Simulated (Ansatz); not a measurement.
**Phases of Pd at 82 GPa**

Structure types of Pd are relaxed in primitive cells with their symmetry kept at 82 GPa, first on PAW files, then by LAPW. The enthalpy is E + pV at zero temperature, without zero-point motion. Only the types listed were tried, and differences under about 5 meV/atom are mesh noise.

Level of theory: DFT with PBE, scalar-relativistic, in Ansatz 0.2.0; Fermi–Dirac smearing of 0.05 eV, no spin polarisation. LAPW: all electrons, basis error target 0.5 meV/atom; PAW: frozen-core files, cutoff 420 eV.

k meshes: fcc 18×18×18, bcc 19×19×19, hcp 17×17×9, simple hexagonal 18×18×16, beta tin 18×18×18, diamond 13×13×13.

```tsv
start type	ends as	a, b, c (Å)	V (Å³/atom)	H − H(lowest), LAPW (meV/atom)
fcc	fcc, Fm-3m	3.629, 3.629, 3.629	11.95	0.0
bcc	bcc, Im-3m	2.884, 2.884, 2.884	12.00	?
hcp	hcp, P6_3/mmc	2.551, 2.551, 4.251	11.98	59.8
simple hexagonal	simple hexagonal, P6/mmm	2.469, 2.469, 2.389	12.61	700.1
beta tin	beta tin, I4_1/amd	4.562, 4.562, 2.450	12.75	?
diamond	diamond, Fd-3m	5.064, 5.064, 5.064	16.24	4060.7
```

Problem. Give the missing entry: row "bcc", column "H − H(lowest), LAPW (meV/atom)".

Solution. 91.3.

Problem. What belongs in the row "beta tin", column "H − H(lowest), LAPW (meV/atom)"?

Solution. 885.0.

Problem. Split the lead of fcc over hcp into energy and pV.

Solution. For hcp less fcc: ΔE = +43.0 meV/atom, and p·ΔV = 82 GPa × +0.0328 Å³ × 6.242 meV/(GPa·Å³) = +16.8 meV/atom, together 59.8 meV/atom. fcc wins on both counts.
